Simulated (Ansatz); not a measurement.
**Te: stress in a strained cell**

Aim: deform Te (equal xx and yy strain of -1 %) and compute stress, forces and field gradients with LAPW, PAW and all-electron datasets made for the crystal.

Program: Ansatz 0.2.0. Level of theory: DFT LDA, scalar-relativistic. These are calculated values, not measurements.

## 1. The structure to begin with

The structure is trigonal, space group P3_121 (No. 152). The conventional cell has a = 4.458 Å, b = 4.458 Å, c = 5.925 Å, α = 90.00°, β = 90.00°, γ = 120.00°. Te (site symmetry 2) has 2 Te at 2.79 Å as nearest neighbours.

As a file:

```
CELL_PARAMETERS angstrom
4.45800 0.00000 0.00000
-2.22900 3.86074 0.00000
0.00000 0.00000 5.92500
ATOMIC_POSITIONS crystal
Te 0.74500 0.00000 0.33333
Te 0.00000 0.74500 0.66667
Te 0.25500 0.25500 0.00000
```

Atoms are numbered in the order of the input: Te1, Te2, Te3.

## 2. After the deformation

Space group P3_121 before, P3_121 after.

## 3. Full-potential LAPW

Input file input.yaml:

```yaml
crystal:
  lattice:
    - [4.4134194641, 0.0, 0.0]
    - [-2.2067097321, 3.8221333735, 0.0]
    - [0.0, 0.0, 5.925]
  atoms:
    - { symbol: Te, position: [0.745, 0.0, 0.3333333333] }
    - { symbol: Te, position: [0.0, 0.745, 0.6666666667] }
    - { symbol: Te, position: [0.255, 0.255, 0.0] }
kpoints:
  mp_grid: { grid: [9, 9, 6] }
  band_path:
    path:
      - [0.0, 0.0, 0.0]
      - [0.5, 0.0, 0.0]
      - [0.3333333333, 0.3333333333, 0.0]
      - [0.0, 0.0, 0.0]
      - [0.0, 0.0, 0.5]
      - [0.5, 0.0, 0.5]
      - [0.3333333333, 0.3333333333, 0.5]
      - [0.0, 0.0, 0.5]
      - [0.5, 0.0, 0.5]
    npoints: 5
scf:
  occupations: { method: fermi_dirac, width: 0.08 }
hamiltonian:
  xc: lda
  pseudopotentials: { kind: all_electron, lapw: { basis_error: 0.0005 } }
output:
  forces: true
  stress: true
  eigenvalues: true
```

On the command line:

```sh
$ ansatz run input.yaml --threads 1 --pin off --max-ram 6144MiB --backend cpu --events-out ev --progress --plain --runs-dir out
```

## 4. Frozen-core PAW

Input file input.yaml:

```yaml
crystal:
  lattice:
    - [4.4134194641, 0.0, 0.0]
    - [-2.2067097321, 3.8221333735, 0.0]
    - [0.0, 0.0, 5.925]
  atoms:
    - { symbol: Te, position: [0.745, 0.0, 0.3333333333] }
    - { symbol: Te, position: [0.0, 0.745, 0.6666666667] }
    - { symbol: Te, position: [0.255, 0.255, 0.0] }
kpoints:
  mp_grid: { grid: [9, 9, 6] }
scf:
  occupations: { method: fermi_dirac, width: 0.08 }
hamiltonian:
  xc: lda
  pseudopotentials: { kind: paw }
output:
  forces: true
  stress: true
  eigenvalues: true
  efg: { contact_densities: true }
  write_density: true
  write_potential: true
  elf: true
  volumetric_format: npy
```

## 5. Datasets made for this crystal

Edit input.yaml of step 4 so:

```diff
@@ -15,3 +15,3 @@
   xc: lda
-  pseudopotentials: { kind: paw }
+  pseudopotentials: { kind: all_electron, datasets: crystal }
 output:
@@ -21,5 +21 @@
   efg: { contact_densities: true }
-  write_density: true
-  write_potential: true
-  elf: true
-  volumetric_format: npy
```

(Steps that only read results are left out.)

Q: Predict the outcome of this session. Wanted: pressure; largest shear or deviatoric stress.

The runs gave:

| quantity | value |
| --- | --- |
| pressure | LAPW 0.55, PAW 0.53, crystal datasets 0.55 GPa |
| largest shear or deviatoric stress (LAPW) | 0.56 GPa |

**Reading.** The largest part of the stress beyond the pressure is 0.56 GPa in size, in the zz component; the atoms are carried along and not relaxed. No run of the undeformed cell stands beside it, so the pressure holds what the given cell had before the change. PAW: stress within 0.02 GPa of LAPW, forces within 1 meV/Å. Crystal datasets: stress within 0.01 GPa of LAPW, forces within 1 meV/Å. Spin-orbit coupling is left out, though the cell holds Te; in elements this heavy it can shift bands and gaps by tenths of an eV.
